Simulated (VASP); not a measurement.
# BAs: zone-centre modes, functional by functional, part 3 of 3

Aim: the vibrations of BAs at the zone centre, at several levels of theory. The starting structure is a measured crystal structure from the Crystallography Open Database.

VASP 6.6.1.

Results so far: LDA T2 700.6 cm⁻¹; LDA at the measured cell T2 685.2 cm⁻¹; PBEsol T2 692.7 cm⁻¹; PBE T2 679.8 cm⁻¹; PBEsol + D3(BJ) T2 708.4 cm⁻¹; r2SCAN T2 699.5 cm⁻¹.

## (8) Modes with r2SCAN + rVV10

Level of this step: r2SCAN with rVV10; plane waves and PAW (As, B) (VASP).

rVV10 adds a nonlocal correlation energy for dispersion. The cell comes from a relaxation at this level, not shown (27.30 Å³).

Contents of INCAR:

```
SYSTEM = BAs
PREC = Accurate
ENCUT = 450
EDIFF = 1E-08
NELM = 100
ISMEAR = 0
SIGMA = 0.03
LREAL = .FALSE.
ALGO = Normal
METAGGA = R2SCAN
LUSE_VDW = .TRUE.
IVDW_NL = 2
BPARAM = 11.95
CPARAM = 0.0093
LASPH = .TRUE.
NBANDS = 10
LORBIT = 11
LWAVE = .FALSE.
LCHARG = .FALSE.
KPAR = 2
IBRION = 6
NFREE = 2
POTIM = 0.015
NSW = 1
ISIF = 2
```

Contents of POSCAR:

```
BAs
1.0
    0.0000000000      2.3898117661      2.3898117661
    2.3898117661      0.0000000000      2.3898117661
    2.3898117661      2.3898117661      0.0000000000
As B
1 1
Direct
    0.7500000000      0.7500000000      0.7500000000
    0.0000000000      0.0000000000      0.0000000000
```

Contents of KPOINTS:

```
Automatic mesh
0
Gamma
8 8 8
0 0 0
```

PAW data sets: As and B (PBE family, release 64).

The run is started by

```sh
$ mpirun -np 2 vasp_std
```

The program printed:

```text
[banner, memory and clock lines left out]
running    2 mpi-ranks, on    1 nodes
[...]
|                                                                             |
|               ----> ADVICE to this user running VASP <----                  |
|                                                                             |
|     You have switched on vdW-DFT.                                           |
|     This routine was written and supplied by Jiri Klimes. We recommend      |
|     that you carefully read and cite the following publications:            |
|       J. Klimes, D.R. Bowler, A. Michelides                                 |
|          J. Phys.: Cond Matt. 22 022201 (2010)                              |
|       J. Klimes, D.R. Bowler, A. Michelides                                 |
|          Phys. Rev. B. 83, 195131 (2011)                                    |
|     and references therein.                                                 |
|                                                                             |

[...]
Total rVV10 correction in eV:      0.1162873    10.0781822
Total rVV10 correction in eV:      0.1162873    10.0781822
DAV:  13    -0.221356804925E+02   -0.17914E-06   -0.14959E-08   566   0.882E-04    0.868E-04
Total rVV10 correction in eV:      0.1162879    10.0781822
Total rVV10 correction in eV:      0.1162879    10.0781822
DAV:  14    -0.221356804701E+02    0.22366E-07   -0.78951E-10   368   0.257E-04    0.243E-05
Total rVV10 correction in eV:      0.1162879    10.0781822
Total rVV10 correction in eV:      0.1162879    10.0781822
DAV:  15    -0.221356804650E+02    0.51591E-08   -0.42304E-11   350   0.583E-05
Total rVV10 correction in eV:      0.1162878    10.0781822
Total rVV10 correction in eV:      0.1162878    10.0781822
Total rVV10 correction in eV:      0.1162878    10.0781822
Total rVV10 correction in eV:      0.1162878    10.0781822
   1 F= -.22135680E+02 E0= -.22135680E+02  d E =-.123157E-17
[... from here on, the cycles between the ionic steps are left out ...]
   2 F= -.22133753E+02 E0= -.22133753E+02  d E =-.111895E-18
   3 F= -.22133753E+02 E0= -.22133753E+02  d E =-.111846E-18
   4 F= -.22133754E+02 E0= -.22133754E+02  d E =-.110271E-18
   5 F= -.22133754E+02 E0= -.22133754E+02  d E =-.111035E-18
 Finite differences progress:
  Degree of freedom:   2/  2
  Displacement:        2/  2
  Total:               4/  4
```

Wall time 82 s (2 MPI ranks of Intel Xeon 6975P-C (Granite Rapids), shared host); peak memory 0.45 GiB; 2.7 min of CPU time.

OUTCAR, selected parts (step 8):

```text
  Total        0.0027570      0.0061721      0.0061721      0.0000000      0.1044110      0.0000000
  in kB        0.1618202      0.3622601      0.3622601      0.0000000      6.1282427      0.0000000
  external PRESSURE =       0.2954468 kB  Pullay stress =       0.0000000 kB

 POSITION                                       TOTAL-FORCE (eV/Angst)
 -----------------------------------------------------------------------------------
      3.58472      3.58472      3.58472        -0.256956      0.000000      0.000000
     -0.01500      0.00000      0.00000         0.256956      0.000000      0.000000
 -----------------------------------------------------------------------------------
    total drift:                               -0.000209     -0.000001     -0.000001

  FREE ENERGIE OF THE ION-ELECTRON SYSTEM (eV)
  ---------------------------------------------------
  free  energy   TOTEN  =       -22.1337541847 eV

  energy  without entropy=      -22.1337541847  energy(sigma->0) =      -22.13375418

[... 1 part as in an earlier step ...]

[... 2 further parts left out ...]
[key lines of the parts left out:]
E-fermi :   6.2932
```

With r2SCAN + rVV10 the mode is T2 702.2 cm⁻¹, +1.6 cm⁻¹ from LDA.

## (9) Modes with HSE06

HSE06 mixes in a quarter of exact exchange at short range, at far higher cost; in semiconductors this cures much of the gap error, while metals seldom gain. This run uses a 5×5×5 mesh. The cell comes from a relaxation at this level, not shown (27.17 Å³). Its starting orbitals come from a semilocal run on the same mesh, not shown.

INCAR, as its differences from that of step 8:

```diff
@@ -9,9 +9,9 @@
 ALGO = Normal
-METAGGA = R2SCAN
-LUSE_VDW = .TRUE.
-IVDW_NL = 2
-BPARAM = 11.95
-CPARAM = 0.0093
+LHFCALC = .TRUE.
+AEXX = 0.25
+GGA = PE
+HFSCREEN = 0.2
 LASPH = .TRUE.
 NBANDS = 10
+PRECFOCK = Fast
 LORBIT = 11
```

Contents of POSCAR:

```
BAs
1.0
    0.0000000000      2.3861712111      2.3861712111
    2.3861712111      0.0000000000      2.3861712111
    2.3861712111      2.3861712111      0.0000000000
As B
1 1
Direct
    0.7500000000      0.7500000000      0.7500000000
    0.0000000000      0.0000000000      0.0000000000
```

Contents of KPOINTS:

```
Automatic mesh
0
Gamma
5 5 5
0 0 0
```

The run is started by

```sh
$ mpirun -np 2 vasp_std
```

The program printed:

```text
[banner, memory and clock lines left out]
running    2 mpi-ranks, on    1 nodes
[...]
LDA part: xc-table for (Slater+PW92), standard interpolation
 found WAVECAR, reading the header
 POSCAR, INCAR and KPOINTS ok, starting setup
[...]
reading WAVECAR
 the WAVECAR file was read successfully
 initial charge from wavefunction
 entering main loop
       N       E                     dE             d eps       ncg     rms          rms(c)
DAV:   1    -0.132378839891E+02   -0.13238E+02   -0.49826E-01   204   0.479E+00    0.248E+00
DAV:   2    -0.132410120175E+02   -0.31280E-02   -0.70526E-03   230   0.635E-01    0.161E+00
DAV:   3    -0.132403189328E+02    0.69308E-03   -0.63296E-04   228   0.129E-01    0.939E-01
DAV:   4    -0.132401028835E+02    0.21605E-03   -0.16541E-04   228   0.697E-02    0.530E-01
[...]
DAV:  14    -0.132399944037E+02   -0.64371E-07   -0.36876E-09   124   0.517E-04    0.195E-03
DAV:  15    -0.132399944280E+02   -0.24218E-07   -0.16114E-09   112   0.360E-04    0.109E-03
DAV:  16    -0.132399944366E+02   -0.86196E-08   -0.65074E-10   110   0.244E-04
   1 F= -.13239994E+02 E0= -.13239994E+02  d E =-.236035E-18
[... from here on, the cycles between the ionic steps are left out ...]
   2 F= -.13237941E+02 E0= -.13237941E+02  d E =-.207093E-20
   3 F= -.13237941E+02 E0= -.13237941E+02  d E =-.208725E-20
   4 F= -.13237941E+02 E0= -.13237941E+02  d E =-.205786E-20
   5 F= -.13237941E+02 E0= -.13237941E+02  d E =-.205742E-20
 Finite differences progress:
  Degree of freedom:   2/  2
  Displacement:        2/  2
  Total:               4/  4
```

It took 2.7 min on 2 MPI ranks; peak memory 0.47 GiB; 5.4 min of CPU time.

Parts of OUTCAR (step 9):

```text
  Total        0.0011739      0.0048970      0.0048970      0.0000000      0.1119495      0.0000000
  in kB        0.0692164      0.2887364      0.2887364      0.0000000      6.6008235      0.0000000
  external PRESSURE =       0.2155631 kB  Pullay stress =       0.0000000 kB

 POSITION                                       TOTAL-FORCE (eV/Angst)
 -----------------------------------------------------------------------------------
      3.57926      3.57926      3.57926        -0.273685      0.000000      0.000000
     -0.01500      0.00000      0.00000         0.273685     -0.000000     -0.000000
 -----------------------------------------------------------------------------------
    total drift:                               -0.000015     -0.000001      0.000000

  FREE ENERGIE OF THE ION-ELECTRON SYSTEM (eV)
  ---------------------------------------------------
  free  energy   TOTEN  =       -13.2379411127 eV

  energy  without entropy=      -13.2379411127  energy(sigma->0) =      -13.23794111

[... 3 further parts left out ...]
[key lines of the parts left out:]
E-fermi :   6.0437
```

With HSE06 the mode is T2 724.7 cm⁻¹, +24.1 cm⁻¹ from LDA.

## (10) All runs side by side

```
                     run     T2                method  core minutes
                     LDA  700.6   perturbation theory         0.733
LDA at the measured cell  685.2   perturbation theory         0.733
                  PBEsol  692.7   perturbation theory         0.833
                     PBE  679.8   perturbation theory         0.833
         PBEsol + D3(BJ)  708.4  finite displacements          0.26
                  r2SCAN  699.5  finite displacements          1.27
          r2SCAN + rVV10  702.2  finite displacements          2.73
                   HSE06  724.7  finite displacements          5.43
```

Modes are in cm⁻¹, degenerate ones as one, matched between runs by symmetry and order. A number in brackets counts the listed modes of one symmetry from the lowest. The symmetry labels come from an automatic analysis and can be wrong where levels nearly coincide. Core minutes are wall time times ranks of the run shown, on a shared host.

## (11) Results

```yaml
t2_lda: 700.6 cm⁻¹
t2_lda_at_the_measured_cell: 685.2 cm⁻¹
t2_pbesol: 692.7 cm⁻¹
t2_pbe: 679.8 cm⁻¹
t2_pbesol_d3_bj: 708.4 cm⁻¹
t2_r2scan: 699.5 cm⁻¹
t2_r2scan_rvv10: 702.2 cm⁻¹
t2_hse06: 724.7 cm⁻¹
```

What this shows: On the cells relaxed at each level, the T2 mode of BAs lies between 680 cm⁻¹ (PBE) and 725 cm⁻¹ (HSE06, on a 5×5×5 mesh). Taking the measured cell, +2.2 % in volume, instead of the one relaxed with LDA moves T2 by -15.4 cm⁻¹. Some levels use perturbation theory and the others finite displacements, so their times can't be compared. LASPH is on in some of these runs and off in others, which adds a little to the differences. The dielectric constants and Born charges in the logs aren't compared here; at a small gap they can be far off, and in a run without a gap they mean nothing. HSE06 ran on a coarser mesh (5×5×5), which moves cell and modes too. The frequencies are harmonic, and the splitting of polar modes by their long-range field is left out. Further runs on this material are not shown.

[Lines on the potential files, build, host, timing and source positions are cut from VASP's logs without a mark.]

[Logs are printed without paths, hosts, clocks, repeated set-up lines and the standing remarks that a program may print on its own settings, such as how far it seeks lower states.]

[Hosts, paths, dates, database ids (printed as entryN), source tags and the programs' standing remarks are cut or masked in the printed files.]
